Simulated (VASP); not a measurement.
**CoO: input slips in a magnetic run and what they do**

Some runs on the magnet CoO get a fault in the input on purpose. Which of them show, and how? The starting structure is a measured crystal structure from the Crystallography Open Database. The reference starts from antiferromagnetic moments, in one pattern that fits into this cell.

Main program and level: VASP 6.6.1; Kohn-Sham DFT with plane waves and PAW; PBEsol.

### 1. Set-up

Symmetry: Fm-3m, No. 225, cubic system. Conventional cell: a = 4.258 Å, b = 4.258 Å, c = 4.258 Å, α = 90.00°, β = 90.00°, γ = 90.00°. Co has 6 O at 2.13 Å nearest. Nearest to O lie 6 Co at 2.13 Å. Farther neighbours and most contacts between anions are not listed.

### 2. Reference run

INCAR

```
SYSTEM = CoO
PREC = Accurate
ENCUT = 480
EDIFF = 1E-07
NELM = 200
ISMEAR = 0
SIGMA = 0.05
LREAL = .FALSE.
ALGO = Normal
GGA = PS
NBANDS = 23
ISPIN = 2
MAGMOM = 2.4 -2.4 0 0
LASPH = .TRUE.
LMAXMIX = 4
LORBIT = 11
LWAVE = .FALSE.
LCHARG = .FALSE.
KPAR = 8
```

POSCAR

```
CoO
1.0
    0.0000000000      2.1290000000      2.1290000000
    2.1290000000      0.0000000000      2.1290000000
    4.2580000000      4.2580000000      0.0000000000
Co O
2 2
Direct
    0.0000000000      0.0000000000      0.0000000000
    0.0000000000      0.0000000000      0.5000000000
    0.5000000000      0.5000000000      0.2500000000
    0.5000000000      0.5000000000      0.7500000000
```

KPOINTS

```
Automatic mesh
0
Gamma
14 14 14
0 0 0
```

Potentials, in the order of the species: Co and O (PBE family, release 64).

Launch:

```
mpirun -np 8 vasp_std
```

The log of the run:

```text
[banner, memory and clock lines left out]
running    8 mpi-ranks, on    1 nodes
 distrk:  each k-point on    1 cores,    8 groups
 distr:  one band on    1 cores,    1 groups

 POSCAR found type information on POSCAR CoO
 POSCAR found :  2 types and       4 ions
|                                                                             |
|           W    W    AA    RRRRR   N    N  II  N    N   GGGG   !!!           |
|           W    W   A  A   R    R  NN   N  II  NN   N  G    G  !!!           |
|           W    W  A    A  R    R  N N  N  II  N N  N  G       !!!           |
|           W WW W  AAAAAA  RRRRR   N  N N  II  N  N N  G  GGG   !            |
|           WW  WW  A    A  R   R   N   NN  II  N   NN  G    G                |
|           W    W  A    A  R    R  N    N  II  N    N   GGGG   !!!           |
|                                                                             |
|     For optimal performance we recommend to set                             |
|       NCORE = 2 up to number-of-cores-per-socket                            |
|     NCORE specifies how many cores store one orbital (NPAR=cpu/NCORE).      |
|     This setting can greatly improve the performance of VASP for DFT.       |
|     The default, NCORE=1 might be grossly inefficient on modern             |
|     multi-core architectures or massively parallel machines. Do your        |
|     Unfortunately you need to use the default for GW and RPA                |
|     calculations (for HF NCORE is supported but not extensively tested      |
|     yet).                                                                   |
|                                                                             |

|                                                                             |
|               ----> ADVICE to this user running VASP <----                  |
|                                                                             |
|     You enforced a specific xc type in the INCAR file but a different       |
|     [... a line on the potential file left out ...]
|     I HOPE YOU KNOW WHAT YOU ARE DOING!                                     |
|                                                                             |

 LDA part: xc-table for (Slater+PW92), standard interpolation
 POSCAR, INCAR and KPOINTS ok, starting setup
 FFT: planning ... GRIDC
 FFT: planning ... GRID_SOFT
 FFT: planning ... GRID
 WAVECAR not read
 entering main loop
       N       E                     dE             d eps       ncg     rms          rms(c)
DAV:   1     0.228709416860E+03    0.22871E+03   -0.13361E+04 26840   0.150E+03
DAV:   2    -0.934171787311E+01   -0.23805E+03   -0.21689E+03 27903   0.337E+02
DAV:   3    -0.324063774697E+02   -0.23065E+02   -0.22011E+02 32117   0.122E+02
DAV:   4    -0.329435249515E+02   -0.53715E+00   -0.53576E+00 29061   0.197E+01
DAV:   5    -0.329607937580E+02   -0.17269E-01   -0.17267E-01 36266   0.327E+00    0.210E+01
DAV:   6    -0.306904906778E+02    0.22703E+01   -0.35142E+01 35757   0.962E+01    0.271E+01
DAV:   7    -0.281917144059E+02    0.24988E+01   -0.24095E+01 30167   0.838E+01    0.104E+01
DAV:   8    -0.282561900353E+02   -0.64476E-01   -0.18717E+00 34364   0.134E+01    0.572E+00
DAV:   9    -0.282089397277E+02    0.47250E-01   -0.47487E-01 44248   0.145E+01    0.291E+00
DAV:  10    -0.281963210802E+02    0.12619E-01   -0.13230E-01 36306   0.667E+00    0.139E+00
DAV:  11    -0.281813637940E+02    0.14957E-01   -0.58368E-02 41119   0.392E+00    0.447E-01
DAV:  12    -0.281882372872E+02   -0.68735E-02   -0.36391E-02 33787   0.126E+00    0.546E-01
DAV:  13    -0.281868502834E+02    0.13870E-02   -0.15645E-03 41830   0.972E-01    0.233E-01
DAV:  14    -0.281865454991E+02    0.30478E-03   -0.10531E-03 40538   0.548E-01    0.109E-01
DAV:  15    -0.281864784993E+02    0.67000E-04   -0.26229E-04 38673   0.348E-01    0.273E-02
DAV:  16    -0.281864811365E+02   -0.26371E-05   -0.39630E-05 27987   0.511E-02    0.144E-02
DAV:  17    -0.281864799146E+02    0.12218E-05   -0.30298E-06 42477   0.302E-02    0.465E-03
DAV:  18    -0.281864797146E+02    0.20005E-06   -0.11683E-06 40178   0.143E-02    0.196E-03
DAV:  19    -0.281864797232E+02   -0.85920E-08   -0.10288E-07 15033   0.432E-03
   1 F= -.28186480E+02 E0= -.28180994E+02  d E =-.109710E-01  mag=     0.0000
```

It took 37 s on 8 MPI ranks of Intel Xeon 6975P-C (Granite Rapids), shared host; peak memory 3.7 GiB; 4.7 min of CPU time.

Lines that name or quote the potential files are left out of all logs, and their timing lines are given in words.

OUTCAR, selected parts (step 2):

```text
ion  position               nearest neighbor table
   1  0.000  0.000  0.000-   4 2.13   3 2.13   4 2.13   3 2.13   4 2.13   3 2.13   2 3.01   2 3.01
                             2 3.01   2 3.01   2 3.01   2 3.01
   2  0.000  0.000  0.500-   3 2.13   3 2.13   4 2.13   3 2.13   4 2.13   4 2.13   1 3.01   1 3.01
                             1 3.01   1 3.01   1 3.01   1 3.01
   3  0.500  0.500  0.250-   1 2.13   1 2.13   2 2.13   1 2.13   2 2.13   2 2.13
   4  0.500  0.500  0.750-   2 2.13   1 2.13   2 2.13   1 2.13   2 2.13   1 2.13

  LATTYP: Found a trigonal (rhomboedric) cell.
 ALAT       =     5.2149636624
 COS(alpha) =     0.8333333333

 Subroutine GETGRP returns: Found 12 space group operations
 (whereof 12 operations were pure point group operations)

The static configuration has the point symmetry D_3d.

 Found    288 irreducible k-points:

   k-points           NKPTS =    288   k-points in BZ     NKDIM =    288   number of bands    NBANDS=     23

   dimension x,y,z NGX =    24 NGY =   24 NGZ =   48
   dimension x,y,z NGXF=    48 NGYF=   48 NGZF=   96

   ENCUT  =  480.0 eV  35.28 Ry    5.94 a.u.   5.38  5.38 10.76*2*pi/ulx,y,z

   NELECT =      30.0000    total number of electrons

 k-points in reciprocal lattice and weights: Automatic mesh
   0.00000000  0.00000000  0.00000000       0.000
   0.07142857  0.00000000  0.00000000       0.002
   0.14285714  0.00000000  0.00000000       0.002
   0.21428571  0.00000000  0.00000000       0.002
   0.28571429  0.00000000  0.00000000       0.002
   0.35714286  0.00000000  0.00000000       0.002
   0.42857143  0.00000000  0.00000000       0.002
   0.50000000  0.00000000  0.00000000       0.001
   0.07142857  0.07142857  0.00000000       0.002
[...]
0.00000000  0.00000000  0.50000000       0.000
   0.50000000  0.00000000  0.50000000       0.001

 average (electrostatic) potential at core
       1 -80.8844       2 -80.8844       3 -68.2568       4 -68.2568

 E-fermi :   7.8008

 spin component 1
 k-point     1 :       0.0000    0.0000    0.0000
  band No.  band energies     occupation
    ...
     12       5.8669      1.00000
     13       5.8669      1.00000
     14       7.3192      1.00000
     15       7.3192      1.00000
     16       7.6138      1.00000
     17       8.9377      0.00000
     18       9.5810      0.00000
     19       9.5811      0.00000
     20      12.8453      0.00000
     21      17.3973      0.00000
    ...

 k-point     2 :       0.0714    0.0000    0.0000
  band No.  band energies     occupation
    ...
     12       6.0732      1.00000
     13       6.1146      1.00000
     14       7.2994      1.00000
     15       7.3649      1.00000
     16       7.6126      1.00000
     17       9.3154      0.00000
     18       9.4502      0.00000
     19       9.4988      0.00000
     20      13.1830      0.00000
     21      17.3450      0.00000
    ...

 k-point     3 :       0.1429    0.0000    0.0000
  band No.  band energies     occupation
    ...
     12       6.4296      1.00000
     13       6.5044      1.00000
     14       7.2177      1.00000
     15       7.5006      1.00000
     16       7.6446      1.00000
     17       9.2184      0.00000
     18       9.3025      0.00000
     19      10.1827      0.00000
     20      13.9724      0.00000
     21      17.2127      0.00000
    ...

 k-point     4 :       0.2143    0.0000    0.0000
  band No.  band energies     occupation
    ...
     12       6.6566      1.00000
     13       6.7590      1.00000
     14       7.1068      1.00000
     15       7.6740      0.99983
     16       7.7204      0.98852
     17       9.1193      0.00000
     18       9.1406      0.00000
     19      11.1642      0.00000
     20      14.7538      0.00000
     21      17.1300      0.00000
    ...

 k-point     5 :       0.2857    0.0000    0.0000
  band No.  band energies     occupation
    ...
     11       5.6869      1.00000
     12       6.6773      1.00000
     13       6.7998      1.00000
     14       7.0554      1.00000
     15       7.7714      0.79745
     16       7.8038      0.46710
     17       9.1823      0.00000
     18       9.2384      0.00000
     19      12.0237      0.00000
     20      14.9375      0.00000
    ...

 k-point     6 :       0.3571    0.0000    0.0000
  band No.  band energies     occupation
    ...
     10       5.6821      1.00000
     11       5.7552      1.00000
     12       6.5319      1.00000
     13       6.6797      1.00000
     14       7.1176      1.00000
     15       7.8153      0.34128
     16       7.8920      0.00497
     17       9.3850      0.00000
     18       9.4690      0.00000
     19      12.5863      0.00000
    ...

  Total       -3.4463534     -3.4463534     -3.4463534      0.9725997     -0.9725997     -0.9725997
  in kB     -143.0485358   -143.0485358   -143.0485358     40.3699069    -40.3699069    -40.3699069
  external PRESSURE =    -143.0485358 kB  Pullay stress =       0.0000000 kB

  energy-cutoff  :      480.00
  volume of cell :       38.60
      direct lattice vectors                 reciprocal lattice vectors
     0.000000000  2.129000000  2.129000000    -0.234852043  0.234852043  0.234852043
     2.129000000  0.000000000  2.129000000     0.234852043 -0.234852043  0.234852043
     4.258000000  4.258000000  0.000000000     0.117426022  0.117426022 -0.117426022

 POSITION                                       TOTAL-FORCE (eV/Angst)
 -----------------------------------------------------------------------------------
      0.00000      0.00000      0.00000        -0.000000     -0.000000     -0.000000
      2.12900      2.12900      0.00000         0.000000      0.000000     -0.000000
      2.12900      2.12900      2.12900         0.000000      0.000000      0.000000
      4.25800      4.25800      2.12900        -0.000000     -0.000000     -0.000000
 -----------------------------------------------------------------------------------
    total drift:                                0.000000     -0.000000     -0.000000

  FREE ENERGIE OF THE ION-ELECTRON SYSTEM (eV)
  ---------------------------------------------------
  free  energy   TOTEN  =       -28.1864797232 eV

  energy  without entropy=      -28.1755087660  energy(sigma->0) =      -28.18099424

 total charge
# of ion       s       p       d       tot
------------------------------------------
    1        0.296   0.358   7.166   7.820
    2        0.296   0.358   7.166   7.820
    3        1.560   3.385   0.000   4.945
    4        1.560   3.385   0.000   4.945
--------------------------------------------------
tot          3.713   7.485  14.333  25.530

 magnetization (x)
# of ion       s       p       d       tot
------------------------------------------
    1       -0.002  -0.005   2.418   2.410
    2        0.002   0.005  -2.418  -2.410
    3        0.000   0.000   0.000   0.000
    4        0.000   0.000   0.000   0.000
--------------------------------------------------
tot          0.000   0.000   0.000   0.000

[... 1 further part left out ...]
```

The PAW data sets were made with PBE, which is usual practice but a small mismatch for other functionals. At this level the cell is under a tension of 14.3 GPa, so at these settings it is away from equilibrium. Oxides and halides of Co are often magnetic insulators, and a metal at this level, without U or exact exchange, may be an artefact.

Reference: the moments inside the Co spheres have a mean size of 2.41 μB, and the cell carries 0.00 μB, with no gap.

### 3. Run with spin polarisation switched off

A slip made on purpose: spin polarisation switched off. Against step 2 the input has no ISPIN and no MAGMOM (also changed: NELM, NBANDS and LMAXMIX).

INCAR

```
SYSTEM = CoO
PREC = Accurate
ENCUT = 480
EDIFF = 1E-07
NELM = 60
ISMEAR = 0
SIGMA = 0.05
LREAL = .FALSE.
ALGO = Normal
GGA = PS
NBANDS = 21
LASPH = .TRUE.
LORBIT = 11
LWAVE = .FALSE.
LCHARG = .FALSE.
KPAR = 8
```

POSCAR is that of step 2.

KPOINTS is that of step 2.

Launch:

```
mpirun -np 8 vasp_std
```

The log of the run:

```text
[banner, memory and clock lines left out]
running    8 mpi-ranks, on    1 nodes
[...]
[... a notice as in an earlier step ...]

 [... a notice as in an earlier step ...]

 LDA part: xc-table for (Slater+PW92), standard interpolation
 POSCAR, INCAR and KPOINTS ok, starting setup
[...]
entering main loop
       N       E                     dE             d eps       ncg     rms          rms(c)
DAV:   1     0.233385306445E+03    0.23339E+03   -0.13662E+04 12256   0.164E+03
DAV:   3    -0.304485596305E+02   -0.25449E+02   -0.24087E+02 14474   0.132E+02
DAV:   4    -0.312471014208E+02   -0.79854E+00   -0.79381E+00 13727   0.257E+01
DAV:   5    -0.312723540225E+02   -0.25253E-01   -0.25239E-01 15943   0.418E+00    0.172E+01
[...]
DAV:  13    -0.269451772297E+02    0.32127E-05   -0.14982E-05 18975   0.459E-02    0.543E-03
DAV:  14    -0.269451769851E+02    0.24453E-06   -0.20809E-06 18890   0.173E-02    0.307E-03
DAV:  15    -0.269451769099E+02    0.75278E-07   -0.17646E-07  9135   0.487E-03
   1 F= -.26945177E+02 E0= -.26940023E+02  d E =-.103069E-01
```

Elapsed: 14 s, on 8 MPI ranks; peak memory 2.5 GiB; 1.8 min of CPU time.

Parts of OUTCAR (step 3):

```text
  Total       -6.9983885     -6.9983885     -6.9983885      0.0003417     -0.0003417     -0.0003417
  in kB     -290.4836231   -290.4836231   -290.4836231      0.0141820     -0.0141820     -0.0141820
  external PRESSURE =    -290.4836231 kB  Pullay stress =       0.0000000 kB

 POSITION                                       TOTAL-FORCE (eV/Angst)
 -----------------------------------------------------------------------------------
      0.00000      0.00000      0.00000        -0.000000     -0.000000     -0.000000
      2.12900      2.12900      0.00000         0.000000     -0.000000     -0.000000
      2.12900      2.12900      2.12900        -0.000000     -0.000000      0.000000
      4.25800      4.25800      2.12900         0.000000      0.000000     -0.000000
 -----------------------------------------------------------------------------------
    total drift:                                0.000000     -0.000000     -0.000000

  FREE ENERGIE OF THE ION-ELECTRON SYSTEM (eV)
  ---------------------------------------------------
  free  energy   TOTEN  =       -26.9451769099 eV

  energy  without entropy=      -26.9348699900  energy(sigma->0) =      -26.94002345

[... 1 part as in an earlier step ...]

[... 2 further parts left out ...]
[key lines of the parts left out:]
E-fermi :   7.5452
```

The log as kept lacks single lines of electronic cycles.

Without spin polarisation there are no moments by construction; the energy lies +310.2 meV an atom from the reference.

### 4. Run with too few electronic steps

A slip made on purpose: too few electronic steps. Against step 2 the input has NELM = 5.

INCAR: that of step 3 with these lines changed.

```diff
@@ -4,3 +4,3 @@
 EDIFF = 1E-07
-NELM = 60
+NELM = 5
 ISMEAR = 0
@@ -10,4 +10,7 @@
 GGA = PS
-NBANDS = 21
+NBANDS = 23
+ISPIN = 2
+MAGMOM = 2.4 -2.4 0 0
 LASPH = .TRUE.
+LMAXMIX = 4
 LORBIT = 11
```

POSCAR is that of step 3.

KPOINTS is that of step 3.

Launch:

```
mpirun -np 8 vasp_std
```

The log of the run:

```text
[... set-up lines as in an earlier step ...]
 entering main loop
       N       E                     dE             d eps       ncg     rms          rms(c)
[... 4 cycles as in an earlier step ...]
DAV:   5    -0.329607937580E+02   -0.17269E-01   -0.17267E-01 36266   0.327E+00
 -----------------------------------------------------------------------------
|                                                                             |
|           W    W    AA    RRRRR   N    N  II  N    N   GGGG   !!!           |
|           W    W   A  A   R    R  NN   N  II  NN   N  G    G  !!!           |
|           W    W  A    A  R    R  N N  N  II  N N  N  G       !!!           |
|           W WW W  AAAAAA  RRRRR   N  N N  II  N  N N  G  GGG   !            |
|           WW  WW  A    A  R   R   N   NN  II  N   NN  G    G                |
|           W    W  A    A  R    R  N    N  II  N    N   GGGG   !!!           |
|                                                                             |
|     The electronic self-consistency was not achieved in the given           |
|     number of steps (NELM). The forces and other quantities evaluated       |
|     might not be reliable so examine the results carefully. If you find     |
|     spurious results, we suggest increasing NELM, if you were close to      |
|     convergence or switching to a different ALGO or adjusting the           |
|     density mixing parameters otherwise.                                    |
|                                                                             |
 -----------------------------------------------------------------------------

   1 F= -.32960794E+02 E0= -.32957529E+02  d E =-.652908E-02  mag=    -0.0000
```

It took 11 s on 8 MPI ranks; peak memory 3.5 GiB.

From OUTCAR (step 4):

```text
  Total      -73.8224899    -73.8224899    -73.8224899      0.6085768     -0.6085768     -0.6085768
  in kB    -3064.1660455  -3064.1660455  -3064.1660455     25.2603299    -25.2603299    -25.2603299
  external PRESSURE =   -3064.1660455 kB  Pullay stress =       0.0000000 kB

 POSITION                                       TOTAL-FORCE (eV/Angst)
 -----------------------------------------------------------------------------------
      0.00000      0.00000      0.00000        -0.000000      0.000000      0.000000
      2.12900      2.12900      0.00000         0.000000      0.000000     -0.000000
      2.12900      2.12900      2.12900        -0.000000     -0.000000      0.000000
      4.25800      4.25800      2.12900        -0.000000     -0.000000      0.000000
 -----------------------------------------------------------------------------------
    total drift:                               -0.000000      0.000000     -0.000000

  FREE ENERGIE OF THE ION-ELECTRON SYSTEM (eV)
  ---------------------------------------------------
  free  energy   TOTEN  =       -32.9607937580 eV

  energy  without entropy=      -32.9542646738  energy(sigma->0) =      -32.95752922

 magnetization (x)
# of ion       s       p       d       tot
------------------------------------------
    1        0.008   0.006   2.672   2.686
    2       -0.008  -0.006  -2.672  -2.686
    3        0.000   0.000   0.000   0.000
    4        0.000   0.000   0.000   0.000
--------------------------------------------------
tot          0.000   0.000   0.000   0.000

[... 2 parts as in an earlier step ...]

[... 1 further part left out ...]
[key lines of the parts left out:]
E-fermi :  10.0260
```

The electronic loop didn't reach EDIFF within its 5 cycles (NELM).

[end of part 1 of 2]

[Lines on the potential files, build, host, timing and source positions are cut from VASP's logs without a mark.]

[Logs are printed without paths, hosts, clocks, repeated set-up lines and the standing remarks that a program may print on its own settings, such as how far it seeks lower states.]

[Hosts, paths, dates, database ids (printed as entryN), source tags and the programs' standing remarks are cut or masked in the printed files.]
